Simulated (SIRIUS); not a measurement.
Runs of SIRIUS 7.12.0 on Ag. The structure is cubic, space group Fm-3m (No. 225). Conventional cell: a = 4.085 Å, b = 4.085 Å, c = 4.085 Å, α = 90.00°, β = 90.00°, γ = 90.00°. Ag (site symmetry m-3m) has 12 Ag at 2.89 Å as nearest neighbours. 

| level | V0 of scaled cells (Å³/atom) | B0 (GPa) |
| --- | --- | --- |
| PBE+D4 | 16.92 | 112 |
| PBE | 17.74 | 91 |
| PBE+D3 | (c) | (a) |
| PBE+D3(BJ) | 16.80 | (b) |

Alike in all rows: task equation of state; potentials or basis all-electron FP-LAPW, apw+lo standard; no spin polarisation; cell as given; k mesh 11 × 11 × 11; cutoff (eV) 163; smearing fermi-dirac 0.05 eV.

Question: Estimate the missing entries.

Answer: (a) 109; (b) 114; (c) 16.82.

Caveats: the basis cutoff falls short for Ag, Pd and Pb here, so volumes come out up to a per cent or two small and moduli rough.
